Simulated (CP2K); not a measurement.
Runs of CP2K 2026.2 on InSe. Symmetry: R3m, No. 160, trigonal system. Conventional cell: a = 4.000 Å, b = 4.000 Å, c = 25.320 Å, α = 90.00°, β = 90.00°, γ = 120.00°. In (site symmetry 3m) is surrounded by 3 Se at 2.63 Å and 1 In at 2.82 Å. In (site symmetry 3m) is surrounded by 3 Se at 2.64 Å and 1 In at 2.82 Å. Se (site symmetry 3m) has 3 In at 2.63 Å as nearest neighbours. Around Se (site symmetry 3m) lie 3 In at 2.64 Å. 

| level | potentials or basis | spin | smearing | EPS_DEFAULT | k points reduced by the point group | NGRIDS | points a segment of the path (NPOINTS) | bands added on the path | gap on the mesh (eV) | pressure (GPa) | largest force (eV/Å) |
| --- | --- | --- | --- | --- | --- | --- | --- | --- | --- | --- | --- |
| PBEsol | POTENTIAL_UZH In GTH-PBE-q13, Se GTH-PBE-q6; TZVP-MOLOPT-PBE-GTH basis | off | fermi-dirac 0.05 eV | 1.0E-9 | yes | 5 | 8 | 4 | 0.29 | 1.1 | 0.47 |
| TB-mBJ | POTENTIAL_UZH In GTH-PBE-q13, Se GTH-PBE-q6; TZVP-MOLOPT-PBE-GTH basis | off | fermi-dirac 0.05 eV | 1.0E-9 | yes | 5 | 6 | 2 | (c) | - | - |
| LDA | GTH_POTENTIALS In GTH-PADE-q13, Se GTH-PADE-q6; TZVP-MOLOPT-PBE-GTH basis | off | fermi-dirac 0.1 eV | 1.0E-10 | yes | 4 | 6 | 2 | 0.20 | -1.1 | 0.31 |
| r2SCAN | POTENTIAL_UZH In GTH-SCAN-q13, Se GTH-SCAN-q6; TZVP-MOLOPT-SCAN-GTH basis | off | fermi-dirac 0.05 eV | 1.0E-10 | yes | 4 | 8 | 4 | (b) | (a) | 0.30 |
| PBE | GTH_SOC_POTENTIALS In GTH-PBE-q13, Se GTH-PBE-q6; TZVP-MOLOPT-PBE-GTH basis | SOC, no magnetisation | fermi-dirac 0.1 eV | 1.0E-9 | - | 5 | 10 | 2 | - | 3.2 | 0.45 |

Alike in all rows: task band structure; cell as given; k mesh 8 × 8 × 8.

Problem. Estimate the missing entries.

Solution. (a) 1.0; (b) 0.77; (c) 0.56.

Caveats: the basis of atomic orbitals isn't converged, which shifts pressures, moduli and gaps; spin-orbit coupling is left out, which moves the levels of the heavy elements (some runs); the potentials were made for another functional, which shifts forces and pressure (some runs); this is a model potential without an energy functional, so only levels have meaning (some runs).

A k mesh can miss the band edges, and rows without SOC leave out spin-orbit coupling on In, Se.
